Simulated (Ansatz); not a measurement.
# How far is this SnSe₂ from the hull?

All numbers below come from DFT PBE, scalar-relativistic, plane waves, PAW (Ansatz). All cells share a 420 eV cutoff and Γ-centred k meshes spaced at most about 0.3 Å⁻¹ (about 0.25 or finer for metals, 2π included). No spin polarisation.

Formation energies are uncorrected and refer to the elements' standard structures at the same level. The references include grey tin.

Temperature and zero-point effects are left out. Weakly bound directions are ill-defined at this level, which has no dispersion term (P-3m1), and this can change margins and order among such cells. The reference form of Se is held partly by dispersion forces, which this level lacks.

The competitors are the elements and 2 reference phases of this chemical system (from databases or known types: SnSe, SnSe2), relaxed at the same level; other known phases may be missing.

The candidate was reached from: random cell.

```xyz
6
Lattice="5.5443 0.0000 0.0000 -2.7722 4.8015 0.0000 0.0000 0.0000 5.8322" Properties=species:S:1:pos:R:3 pbc="T T T"
Sn    0.0000    3.2010    5.3425
Sn    2.7722    1.6005    5.3425
Se    2.7722    0.0000    2.2555
Se   -1.3861    2.4008    2.2555
Se    1.3861    2.4008    2.2555
Se    0.0000    0.0000    5.1107
```

**Question.** Is it stable, and against what?

**Answer.** Not the lowest form: another structure of the same formula lies lower. Its formation energy is 0.058 eV/atom. The lowest competing phase at this composition is this:

| phase | space group | source | share of atoms | ΔE_f (eV/atom) |
| --- | --- | --- | --- | --- |
| SnSe2 | P-3m1 (No. 164) | COD | 1.0000 | -0.342 |

The candidate lies 0.40 eV/atom above this phase. The candidate matches no cell in the subsets of the Crystallography Open Database and the Materials Project at hand. The margin is far too high for a likely synthesis.
